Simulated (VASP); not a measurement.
# GaN (F-43m) in VASP: Born charges and dielectric tensor with LDA

Aim: the Born charges and dielectric tensor of GaN with LDA.

Everything below comes from runs of VASP 6.6.1. Logs are shortened: lines on timing, memory, paths and dates and some standing lists are left out, and cuts for length are marked.

## 1. The structure

It takes space group F-43m (No. 216, cubic). The conventional cell has a = 4.463 Å, b = 4.463 Å, c = 4.463 Å, α = 90.00°, β = 90.00°, γ = 90.00°. Ga (site symmetry -43m) is surrounded by 4 N at 1.93 Å. N (site symmetry -43m) has 4 Ga at 1.93 Å as nearest neighbours.

The cell is a database's computed one.

## 2. Born charges and dielectric tensor, LDA

INCAR

```
SYSTEM = GaN
PREC     = Accurate       ! precision mode
ENCUT    = 600            ! plane-wave cutoff, eV
EDIFF    = 1E-8           ! SCF threshold, eV
ISMEAR   = 0              ! smearing method
SIGMA    = 0.02           ! smearing width, eV
LREAL    = .FALSE.        ! projectors in reciprocal space
LASPH    = .TRUE.         ! aspherical terms in the spheres
NELM     = 100            ! most SCF steps
ALGO     = Normal         ! electronic algorithm
ISIF     = 2              ! what is computed and relaxed
LWAVE    = .FALSE.        ! write WAVECAR
LCHARG   = .FALSE.        ! write CHGCAR
GGA      = CA             ! functional
LEPSILON = .TRUE.         ! dielectric tensor by DFPT
IBRION   = 8              ! ionic algorithm
NSW      = 1              ! ionic steps
```

KPOINTS

```
regular mesh
0
G
  4 4 4
  0 0 0
```

POSCAR

```
GaN
1.0
    0.0000000000      2.2314300000      2.2314300000
    2.2314300000      0.0000000000      2.2314300000
    2.2314300000      2.2314300000      0.0000000000
Ga N
1 1
Direct
    0.0000000000      0.0000000000      0.0000000000
    0.2500000000      0.2500000000      0.2500000000
```

Potentials or basis: VASP PAW LDA potentials, release 64 (Ga_d, N).

Run with:

```
$ cat potpaw_LDA.64/Ga_d/POTCAR potpaw_LDA.64/N/POTCAR > POTCAR
$ mpirun -np 1 vasp_std > vasp.out
```

OUTCAR:

```text
SYSTEM = GaN
   PREC = Accurate
   ENCUT = 600
   EDIFF = 1E-8
   ISMEAR = 0
   LREAL = .FALSE.
   LASPH = .TRUE.
   NELM = 100
   ISIF = 2
   GGA = CA
   LEPSILON = .TRUE.
   IBRION = 8
   NSW = 1

 ion  position               nearest neighbor table
   1  0.000  0.000  0.000-   2 1.93   2 1.93   2 1.93   2 1.93
   2  0.250  0.250  0.250-   1 1.93   1 1.93   1 1.93   1 1.93

  LATTYP: Found a face centered cubic cell.
 ALAT       =     4.4628600000

  Lattice vectors:

 A1 = (   0.0000000000,   2.2314300000,   2.2314300000)
 A2 = (   2.2314300000,   0.0000000000,   2.2314300000)
 A3 = (   2.2314300000,   2.2314300000,   0.0000000000)

Analysis of symmetry for initial positions (statically):
=====================================================================
 Subroutine PRICEL returns:
 Original cell was already a primitive cell.

 Routine SETGRP: Setting up the symmetry group for a
 face centered cubic supercell.

 Subroutine GETGRP returns: Found 24 space group operations
 (whereof 24 operations were pure point group operations)
 out of a pool of 48 trial point group operations.

The static configuration has the point symmetry T_d .

Analysis of symmetry for dynamics (positions and initial velocities):
=====================================================================
 Subroutine PRICEL returns:
 Original cell was already a primitive cell.

 Routine SETGRP: Setting up the symmetry group for a
 face centered cubic supercell.

 Subroutine GETGRP returns: Found 24 space group operations
 (whereof 24 operations were pure point group operations)
 out of a pool of 48 trial point group operations.

The dynamic configuration has the point symmetry T_d .

 Subroutine INISYM returns: Found 24 space group operations
 (whereof 24 operations are pure point group operations),
 and found     1 'primitive' translations

[... 344 lines left out ...]
     0.00000 -8.98497  0.00044

 MACROSCOPIC STATIC DIELECTRIC TENSOR (including local field effects in DFT)
 ------------------------------------------------------
           8.943909    -0.000000    -0.000000
           0.000000     8.943909    -0.000000
          -0.000000     0.000000     8.943909
 ------------------------------------------------------

 PIEZOELECTRIC TENSOR (including local field effects)  for field in x, y, z        (e  Angst)
          XX          YY          ZZ          XY          YZ          ZX
  --------------------------------------------------------------------------------
  x    -0.00000     0.00000    -0.00000     0.00000    -1.47964     0.00000
  y     0.00000     0.00000     0.00000    -0.00000     0.00000    -1.47964
  z     0.00000     0.00000    -0.00000    -1.47964     0.00000    -0.00000

 PIEZOELECTRIC TENSOR (including local field effects)  for field in x, y, z        (C/m^2)
          XX          YY          ZZ          XY          YZ          ZX
  --------------------------------------------------------------------------------
  x    -0.00000     0.00000    -0.00000     0.00000    -1.06681     0.00000
  y     0.00000     0.00000     0.00000    -0.00000     0.00000    -1.06681
  z     0.00000     0.00000    -0.00000    -1.06681     0.00000    -0.00000

 BORN EFFECTIVE CHARGES (including local field effects) (in |e|, cummulative output)
 ---------------------------------------------------------------------------------
 ion    1
    1     2.88151     0.00000     0.00000
    2    -0.00000     2.88151    -0.00000
    3     0.00000     0.00000     2.88151
 ion    2
    1    -2.88151     0.00000     0.00000
    2     0.00000    -2.88151     0.00000
    3     0.00000     0.00000    -2.88151

 INTERNAL STRAIN TENSOR FOR ION    2 for displacements in x,y,z  (eV/Angst):
          X           Y           Z          XY          YZ          ZX
  --------------------------------------------------------------------------------
  x    -0.00000     0.00000     0.00000    -0.00000    -8.98497     0.00000
  y     0.00000    -0.00000     0.00000    -0.00000    -0.00000    -8.98497
  z     0.00000     0.00000    -0.00000    -8.98497     0.00000    -0.00000

 SECOND DERIVATIVES (NOT SYMMETRIZED)
 ------------------------------------
               1X          1Y          1Z          2X          2Y          2Z
  1X   -13.114700    0.000000    0.000000   13.114700    0.000000    0.000000
  1Y     0.000000  -13.114700    0.000000    0.000000   13.114700    0.000000
  1Z     0.000000    0.000000  -13.114700    0.000000    0.000000   13.114700
  2X    13.136298    0.000000    0.000000  -13.136298    0.000000    0.000000
  2Y     0.000000   13.136298    0.000000    0.000000  -13.136298    0.000000
  2Z     0.000000    0.000000   13.136298    0.000000    0.000000  -13.136298

 Eigenvectors and eigenvalues of the dynamical matrix
 ----------------------------------------------------

   1 f  =   16.591473 THz   104.247300 2PiTHz  553.431971 cm-1    68.616788 meV
             X         Y         Z           dx          dy          dz
      0.000000  0.000000  0.000000     0.408655    0.000000   -0.000000
      1.115715  1.115715  1.115715    -0.912689    0.000000   -0.000000
[... 21 lines left out ...]
   6 f/i=    0.005091 THz     0.031989 2PiTHz    0.169827 cm-1     0.021056 meV
             X         Y         Z           dx          dy          dz
      0.000000  0.000000  0.000000     0.001121    0.132231    0.903059
      1.115715  1.115715  1.115715     0.000502    0.059206    0.404343

--------------------------------------------------------------------------------------------------------

 MACROSCOPIC STATIC DIELECTRIC TENSOR IONIC CONTRIBUTION
 ------------------------------------------------------
           5.151227     0.000000     0.000000
           0.000000     5.151227     0.000000
           0.000000     0.000000     5.151227
 ------------------------------------------------------

 ELASTIC MODULI CONTR FROM IONIC RELAXATION (kBar)
 Direction    XX          YY          ZZ          XY          YZ          ZX
 --------------------------------------------------------------------------------
 XX          -0.0000      0.0000      0.0000      0.0000     -0.0000      0.0000
 YY           0.0000     -0.0000      0.0000      0.0000      0.0000     -0.0000
 ZZ           0.0000      0.0000     -0.0000     -0.0000      0.0000      0.0000
 XY           0.0000      0.0000     -0.0000   -411.4757     -0.0000     -0.0000
 YZ          -0.0000      0.0000      0.0000     -0.0000   -411.4757     -0.0000
 ZX           0.0000     -0.0000      0.0000     -0.0000     -0.0000   -411.4757
 --------------------------------------------------------------------------------

 PIEZOELECTRIC TENSOR IONIC CONTR  for field in x, y, z        (C/m^2)
          XX          YY          ZZ          XY          YZ          ZX
  --------------------------------------------------------------------------------
  x     0.00000    -0.00000    -0.00000     0.00000     1.36993     0.00000
  y    -0.00000     0.00000    -0.00000     0.00000     0.00000     1.36993
  z    -0.00000    -0.00000     0.00000     1.36993     0.00000     0.00000
```

stdout:

```text
POSCAR found type information on POSCAR GaN
 POSCAR found :  2 types and       2 ions
 scaLAPACK will be used
 LDA part: xc-table for (Slater(with rela. corr.)+CA(PZ))
 , standard interpolation
 POSCAR, INCAR and KPOINTS ok, starting setup
 FFT: planning ... GRIDC
 FFT: planning ... GRID_SOFT
 FFT: planning ... GRID
[... 42 lines left out ...]
 Linear response to external field, progress :
  Direction:   3
 dielectric tensor                  component  3 :     1.395     0.886     8.944
 Linear response DOF=           2
 Linear response progress:
 first order change of Fermi-energy  -0.15468E+00
 force on displaced ion       1 direction 1 : -13.115   0.000   0.000
 Born effective charge ion    1 direction 1 :   2.559   0.000   0.000
 Linear response progress:
 first order change of Fermi-energy   0.15500E+00
 force on displaced ion       2 direction 1 : -13.136  -0.000  -0.000
 Born effective charge ion    2 direction 1 :  -3.204   0.000   0.000
 Born effective charges drift removed
 Linear response finished
```

Wall time 53 s (1 thread of Intel Xeon Platinum 8559C (Emerald Rapids), shared host); peak memory 0.16 GiB.

What came out:

| Property | Result |
| --- | --- |
| Band gap on the k mesh | 1.92 eV, direct |
| Electronic dielectric tensor (diagonal) | 8.94 |
| Born charges (mean of the diagonal) | Ga +2.88; N -2.88 e |
| Highest phonon frequency at Γ, LO-TO splitting left out | 553 cm⁻¹ |

Phonon frequencies in cm⁻¹ (negative: imaginary):
```
              q point        frequencies
(0.000, 0.000, 0.000)  0 0 0 553 553 553
```

Electronic dielectric tensor:
```
8.94 0.00 0.00
0.00 8.94 0.00
0.00 0.00 8.94
```

Born effective charge tensors (e):
atom 1, Ga
```
2.88 0.00 0.00
0.00 2.88 0.00
0.00 0.00 2.88
```
atom 2, N
```
-2.88  0.00  0.00
 0.00 -2.88  0.00
 0.00  0.00 -2.88
```

Caveat: the k mesh is coarse (spacing up to 0.61 Å⁻¹), so the values aren't converged. Expect the measured gap to be larger: semilocal functionals such as LDA lack the derivative discontinuity.
